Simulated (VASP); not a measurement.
# PtSe2 in VASP: relaxation of cell and atoms with PBE+D4

Aim: the relaxation of cell and atoms of PtSe2 with PBE+D4.

Program: VASP 6.6.1. These are calculated values, not measurements. Logs are shortened: lines on timing, memory, paths and dates and some standing lists are left out, and cuts for length are marked.

### Step 1. The sheet as given

The cell holds a sheet with vacuum, 3 atoms: a = 3.730 Å, b = 3.730 Å, c = 18.620 Å, α = 90.00°, β = 90.00°, γ = 120.00°.

The cell was built by a generator and needn't be a form met in nature.

### Step 2. Relaxation of cell and atoms, PBE+D4

INCAR

```
SYSTEM = PtSe2
PREC = Accurate ; ENCUT = 600
EDIFF = 1E-6 ; ISMEAR = 0
SIGMA = 0.03 ; LREAL = .False.
LASPH = .True. ; NELM = 120
ALGO = Normal ; ISIF = 3
LWAVE = .False. ; LCHARG = .False.
GGA = PE ; IVDW = 13
IBRION = 2 ; NSW = 40
EDIFFG = -0.005 ; LATTICE_CONSTRAINTS = .TRUE. .TRUE. .FALSE.
KPAR = 4
```

KPOINTS

```
Automatic mesh
0
Gamma
  12 12 1
  0 0 0
```

POSCAR

```
PtSe2
1.0
    3.7300000000      0.0000000000      0.0000000000
   -1.8650000000      3.2302747600      0.0000000000
    0.0000000000      0.0000000000     18.6200000000
Se Pt
2 1
Direct
    0.3333330000      0.6666670000      0.4296455400
    0.6666670000      0.3333330000      0.5703544600
    0.0000000000      0.0000000000      0.5000000000
```

Potentials or basis: VASP PAW PBE potentials, release 64 (Se, Pt).

Launch:

```console
$ cat potpaw_PBE.64/Se/POTCAR potpaw_PBE.64/Pt/POTCAR > POTCAR
$ mpirun -np 4 vasp_std > vasp.out
```

OUTCAR:

```text
SYSTEM = PtSe2
   PREC = Accurate
   ENCUT = 600
   EDIFF = 1E-6
   ISMEAR = 0
   LREAL = .False.
   LASPH = .True.
   NELM = 120
   ISIF = 3
   GGA = PE
   IVDW = 13
   IBRION = 2
   NSW = 40
   EDIFFG = -0.005

 ion  position               nearest neighbor table
   1  0.333  0.667  0.430-   3 2.52   3 2.52   3 2.52
   2  0.667  0.333  0.570-   3 2.52   3 2.52   3 2.52
   3  0.000  0.000  0.500-   1 2.52   2 2.52   2 2.52   1 2.52   2 2.52   1 2.52

  LATTYP: Found a hexagonal cell.
 ALAT       =     3.7300000000
 C/A-ratio  =     4.9919571046

  Lattice vectors:

 A1 = (   3.7300000000,   0.0000000000,   0.0000000000)
 A2 = (  -1.8650000000,   3.2302747600,   0.0000000000)
 A3 = (   0.0000000000,   0.0000000000,  18.6200000000)

Analysis of symmetry for initial positions (statically):
=====================================================================
 Subroutine PRICEL returns:
 Original cell was already a primitive cell.

 Routine SETGRP: Setting up the symmetry group for a
 hexagonal supercell.

 Subroutine GETGRP returns: Found 12 space group operations
 (whereof 12 operations were pure point group operations)
 out of a pool of 24 trial point group operations.

The static configuration has the point symmetry D_3d.

Analysis of symmetry for dynamics (positions and initial velocities):
=====================================================================
 Subroutine PRICEL returns:
 Original cell was already a primitive cell.

 Routine SETGRP: Setting up the symmetry group for a
 hexagonal supercell.

 Subroutine GETGRP returns: Found 12 space group operations
 (whereof 12 operations were pure point group operations)
 out of a pool of 24 trial point group operations.

The dynamic configuration has the point symmetry D_3d.

 Subroutine INISYM returns: Found 12 space group operations
 (whereof 12 operations are pure point group operations),
 and found     1 'primitive' translations

----------------------------------------------------------------------------------------

                                     Primitive cell

  volume of cell :     224.3510

  direct lattice vectors                    reciprocal lattice vectors
     3.730000000  0.000000000  0.000000000     0.268096515  0.154785595  0.000000000
    -1.865000000  3.230274760  0.000000000     0.000000000  0.309571190  0.000000000
     0.000000000  0.000000000 18.620000000     0.000000000  0.000000000  0.053705693

  length of vectors
     3.730000000  3.730000003 18.620000000     0.309571190  0.309571190  0.053705693

  position of ions in fractional coordinates (direct lattice)
     0.333333000  0.666667000  0.429645540
     0.666667000  0.333333000  0.570354460
     0.000000000  0.000000000  0.500000000

  ion indices of the primitive-cell ions
   primitive index   ion index
                 1           1
                 2           2
                 3           3

----------------------------------------------------------------------------------------

 KPOINTS: Automatic mesh

Automatic generation of k-mesh.
 Grid dimensions read from file:
 generate k-points for:   12   12    1

 Generating k-lattice:

  Cartesian coordinates                     Fractional coordinates (reciprocal lattice)
     0.022341376  0.012898800  0.000000000     0.083333333  0.000000000  0.000000000
     0.000000000  0.025797599  0.000000000     0.000000000  0.083333333  0.000000000
     0.000000000  0.000000000  0.053705693     0.000000000  0.000000000  1.000000000

  Length of vectors
     0.025797599  0.025797599  0.053705693

  Shift w.r.t. Gamma in fractional coordinates (k-lattice)
     0.000000000  0.000000000  0.000000000

 Subroutine IBZKPT returns following result:
 ===========================================

 Found     19 irreducible k-points:

 Following reciprocal coordinates:
            Coordinates               Weight
  0.000000  0.000000  0.000000      1.000000
  0.083333  0.000000  0.000000      6.000000
  0.166667 -0.000000  0.000000      6.000000
  0.250000  0.000000  0.000000      6.000000
  0.333333 -0.000000  0.000000      6.000000
  0.416667 -0.000000  0.000000      6.000000
[... 11 lines left out ...]
  0.333333  0.250000  0.000000     12.000000
  0.333333  0.333333  0.000000      2.000000
   k-points           NKPTS =     19   k-points in BZ     NKDIM =     19   number of bands    NBANDS=     15
   number of dos      NEDOS =    301   number of ions     NIONS =      3
   total plane-waves  NPLWV = 135000
   dimension x,y,z NGX =    30 NGY =   30 NGZ =  150
   dimension x,y,z NGXF=    60 NGYF=   60 NGZF=  300
   ions per type =               2   1
   NGX,Y,Z   is equivalent  to a cutoff of  13.37, 13.37, 13.39 a.u.
   NGXF,Y,Z  is equivalent  to a cutoff of  26.74, 26.74, 26.79 a.u.
 SYSTEM =  PtSe2
   PREC   = accura    normal or accurate (medium, high low for compatibility)
   ISTART =      0    job   : 0-new  1-cont  2-samecut
   ICHARG =      2    charge: 1-file 2-atom 10-const
   ISPIN  =      1    spin polarized calculation?
   LNONCOLLINEAR =      F non collinear calculations
   LSORBIT =      F    spin-orbit coupling
   LASPH  =      T    aspherical Exc in radial PAW
   ENCUT  =  600.0 eV  44.10 Ry    6.64 a.u.   7.45  7.45 37.19*2*pi/ulx,y,z
   NELM   =    120;   NELMIN=  2; NELMDL= -5     # of ELM steps
   EDIFF  = 0.1E-05   stopping-criterion for ELM
   LREAL  =      F    real-space projection
   EDIFFG = -.5E-02   stopping-criterion for IOM
   NSW    =     40    number of steps for IOM
   IBRION =      2    ionic relax: 0-MD 1-quasi-New 2-CG
   NFREE  =      1    steps in history (QN), initial steepest desc. (CG)
   ISIF   =      3    stress and relaxation
   ISYM   =      2    0-nonsym 1-usesym 2-fastsym
   POTIM  = 0.5000    time-step for ionic-motion
   TEBEG  =    0.0;   TEEND  =   0.0 temperature during run
   PSTRESS=    0.0 pullay stress
   NELECT =      22.0000    total number of electrons
   NUPDOWN=      -1.0000    fix difference up-down
   EMIN   =  10.00;   EMAX   =-10.00  energy-range for DOS
   EFERMI =   0.00;   METHOD = LEGACY
   ISMEAR =     0;   SIGMA  =   0.03  broadening in eV -4-tet -1-fermi 0-gaus
   EFERMI_NEDOS =   21; number of points for ismear=-14 and -15
   IALGO  =     38    algorithm
   IMIX   =      4    mixing-type and parameters
     AMIX     =   0.40;   BMIX     =  1.00
     AMIX_MAG =   1.60;   BMIX_MAG =  1.00
  volume/ion in A,a.u.               =      74.78       504.67
  Fermi-wavevector in a.u.,A,eV,Ry     =   0.754930  1.426610  7.754213  0.569919
  Thomas-Fermi vector in A             =   1.852709
   LORBIT       =      0    0 simple, 1 ext, 2 COOP (PROOUT), +10 PAW based schemes
   GGA     = PE    functional components
   LHFCALC =     F    Hartree Fock is set to
   AEXX    =    0.0000 exact exchange contribution
   IVDW    =    13    specifies the selected vdW correction
   LEPSILON=     F    determine dielectric tensor
   LRPA    =     F    only Hartree local field effects (RPA)
 conjugate gradient relaxation of ions
 non-spin polarized calculation
 Gauss-broadening in eV      SIGMA  =   0.03
  energy-cutoff  :      600.00
  volume of cell :      224.35
 maximum number of plane-waves:      7529
 NGX is ok and might be reduce to    30
   NGX = 15   NGY = 15   NGZ = 75

--------------------------------------- Ionic step        1  -------------------------------------------

 number of electron      22.0000000 magnetization

 Free energy of the ion-electron system (eV)
  ---------------------------------------------------
  ext. energy  EPLUGINS =         0.00000000
  ---------------------------------------------------
  free energy    TOTEN  =       -14.29402540 eV

  energy without entropy =      -14.29402540  energy(sigma->0) =      -14.29402540

------------------------ aborting loop because EDIFF is reached ----------------------------------------

  DFT-D4 for vdW energy calculation

  Edisp (eV):   -1.00602

  FORCE on cell =-STRESS in cart. coord.  units (eV):
  Direction    XX          YY          ZZ          XY          YZ          ZX
  --------------------------------------------------------------------------------------
  -------------------------------------------------------------------------------------
  Total      -0.51919    -0.51919    -0.02888     0.00000     0.00000    -0.00000
  in kB      -3.70773    -3.70773    -0.20625     0.00000     0.00000    -0.00000
  external pressure =       -2.54 kB  Pullay stress =        0.00 kB

 VOLUME and BASIS-vectors are now :
 -----------------------------------------------------------------------------
  energy-cutoff  :      600.00
  volume of cell :      224.35
      direct lattice vectors                 reciprocal lattice vectors
     3.730000000  0.000000000  0.000000000     0.268096515  0.154785595  0.000000000
    -1.865000000  3.230274760  0.000000000     0.000000000  0.309571190  0.000000000
     0.000000000  0.000000000 18.620000000     0.000000000  0.000000000  0.053705693

 POSITION                                       TOTAL-FORCE (eV/Angst)
 -----------------------------------------------------------------------------------
     -0.00000      2.15352      8.00000        -0.000000      0.000000      0.014526
      1.86500      1.07676     10.62000         0.000000      0.000000     -0.014526
      0.00000      0.00000      9.31000         0.000000      0.000000      0.000000
 -----------------------------------------------------------------------------------
    total drift:                                0.000000      0.000000      0.000000
[... 107 lines left out ...]
 VOLUME and BASIS-vectors are now :
 -----------------------------------------------------------------------------
  energy-cutoff  :      600.00
  volume of cell :      222.12
      direct lattice vectors                 reciprocal lattice vectors
     3.711409259  0.000000000  0.000000000     0.269439431  0.155560928  0.000000000
    -1.855704629  3.214174706  0.000000000    -0.000000000  0.311121856  0.000000000
     0.000000000  0.000000000 18.620000000     0.000000000  0.000000000  0.053705693

 POSITION                                       TOTAL-FORCE (eV/Angst)
 -----------------------------------------------------------------------------------
     -0.00000      2.14278      7.99642         0.000000      0.000000     -0.065656
      1.85571      1.07139     10.62358        -0.000000      0.000000      0.065656
      0.00000      0.00000      9.31000        -0.000000      0.000000      0.000000
 -----------------------------------------------------------------------------------
    total drift:                                0.000000     -0.000000      0.000000

  FREE ENERGIE OF THE ION-ELECTRON SYSTEM (eV)
  ---------------------------------------------------
  free  energy   TOTEN  =       -15.3029376990 eV

  energy  without entropy=      -15.3029376990  energy(sigma->0) =      -15.30293770

--------------------------------------- Ionic step        5  -------------------------------------------

 number of electron      21.9999998 magnetization

 Free energy of the ion-electron system (eV)
  ---------------------------------------------------
  ext. energy  EPLUGINS =         0.00000000
  ---------------------------------------------------
  free energy    TOTEN  =       -14.28558700 eV

  energy without entropy =      -14.28558700  energy(sigma->0) =      -14.28558700

 E-fermi :  -2.4003     XC(G=0):  -3.6195

 val. band max:       -2.5968163146   @ k =   0.0833   0.0000   0.0000
 cond. band min:      -1.2262221332   @ k =   0.2500   0.0000   0.0000
 fundamental gap:      1.3705941814
 Fermi energy:        -2.4003278542

 k-point     1 :       0.0000    0.0000    0.0000
  band No.  band energies     occupation
      1     -16.6643      2.00000
      2     -14.8908      2.00000
      3      -7.7695      2.00000
      4      -7.7111      2.00000
      5      -7.7111      2.00000
      6      -5.4931      2.00000
      7      -5.4931      2.00000
      8      -3.9103      2.00000
      9      -3.2830      2.00000
     10      -2.6005      2.00000
     11      -2.6005      2.00000
     12       0.3670      0.00000
     13       0.3671      0.00000
     14       1.9030      0.00000
     15       2.6346      0.00000

 k-point     2 :       0.0833    0.0000    0.0000
  band No.  band energies     occupation
      1     -16.5889      2.00000
      2     -14.8942      2.00000
      3      -7.7308      2.00000
      4      -7.6907      2.00000
      5      -7.6661      2.00000
      6      -5.5978      2.00000
      7      -5.5476      2.00000
      8      -4.1493      2.00000
      9      -3.1509      2.00000
     10      -2.6636      2.00000
     11      -2.5968      2.00000
     12      -0.1354      0.00000
     13       0.2522      0.00000
     14       2.1572      0.00000
     15       2.7684      0.00000
[... 321 lines left out ...]
 VOLUME and BASIS-vectors are now :
 -----------------------------------------------------------------------------
  energy-cutoff  :      600.00
  volume of cell :      221.16
      direct lattice vectors                 reciprocal lattice vectors
     3.703401256  0.000000000  0.000000000     0.270022050  0.155897303  0.000000000
    -1.851700628  3.207239572  0.000000000    -0.000000000  0.311794606  0.000000000
     0.000000000  0.000000000 18.620000000     0.000000000  0.000000000  0.053705693

 POSITION                                       TOTAL-FORCE (eV/Angst)
 -----------------------------------------------------------------------------------
     -0.00000      2.13816      7.98606        -0.000000      0.000000      0.003151
      1.85170      1.06908     10.63394         0.000000     -0.000000     -0.003151
     -1.85170      3.20724      9.31000        -0.000000      0.000000      0.000000
 -----------------------------------------------------------------------------------
    total drift:                                0.000000      0.000000      0.000000

  FREE ENERGIE OF THE ION-ELECTRON SYSTEM (eV)
  ---------------------------------------------------
  free  energy   TOTEN  =       -15.3037381642 eV

  energy  without entropy=      -15.3037381642  energy(sigma->0) =      -15.30373816

 reached required accuracy - stopping structural energy minimisation
```

Wall time 60 s (4 MPI ranks of Intel Xeon 6975P-C (Granite Rapids), shared host); peak memory 0.45 GiB.

Results:

| Quantity | Value |
| --- | --- |
| Free energy | -15.3037 eV |
| Relaxed volume | 73.72 Å³/atom |
| Relaxed cell | a = 3.703 Å, b = 3.703 Å, c = 18.620 Å, α = 90.00°, β = 90.00°, γ = 120.00° |
| Space group after relaxing (to 0.05 Å) | P-3m1 (No. 164) |
| Energy gained by relaxing | 1.2 meV/atom |
| Ionic steps | 5 |
| Largest force after relaxing | 0.003 eV/Å |
| Band gap on the k mesh | 1.37 eV, indirect (least direct gap 1.67 eV) |
| Dispersion energy per atom | -0.339 eV |

Forces on the atoms (eV/Å):
```
Se   0.000  0.000  0.003
Se   0.000  0.000 -0.003
Pt   0.000  0.000  0.000
```

Step by step:
| step | energy change (eV) | largest force (eV/Å) | pressure (GPa) | volume (Å³) |
| --- | --- | --- | --- | --- |
| 1 | 0.0000 | 0.0145 | -0.25 | 224.35 |
| 2 | 0.0001 | 0.2035 | 0.39 | 220.62 |
| 3 | -0.0022 | 0.0919 | 0.06 | 222.48 |
| 4 | -0.0029 | 0.0657 | 0.04 | 222.12 |
| 5 | -0.0037 | 0.0032 | 0.00 | 221.16 |

Final structure:
```cif
data_structure
_symmetry_space_group_name_H-M 'P 1'
_symmetry_Int_Tables_number 1
_cell_length_a 3.7034
_cell_length_b 3.7034
_cell_length_c 18.6200
_cell_angle_alpha 90.000
_cell_angle_beta 90.000
_cell_angle_gamma 120.000
_cell_volume 221.16
loop_
_atom_site_label
_atom_site_type_symbol
_atom_site_fract_x
_atom_site_fract_y
_atom_site_fract_z
_atom_site_occupancy
Se1 Se 0.33333 0.66667 0.42890 1
Se2 Se 0.66667 0.33333 0.57110 1
Pt1 Pt 0.00000 0.00000 0.50000 1
```

Levels at points of the mesh, in eV from the valence-band top:
| k point | band 8 | band 9 | band 10 | band 11 | band 12 | band 13 | band 14 | band 15 |
| --- | --- | --- | --- | --- | --- | --- | --- | --- |
| (0.00, 0.00, 0.00) | -1.31 | -0.69 | 0.00 | 0.00 | 2.96 | 2.96 | 4.50 | 5.23 |
| (0.50, 0.00, 0.00) | -2.33 | -1.97 | -1.80 | -1.48 | 2.40 | 2.70 | 4.66 | 6.15 |

Caveat: spin-orbit coupling is left out, which moves the levels of the heavy elements.
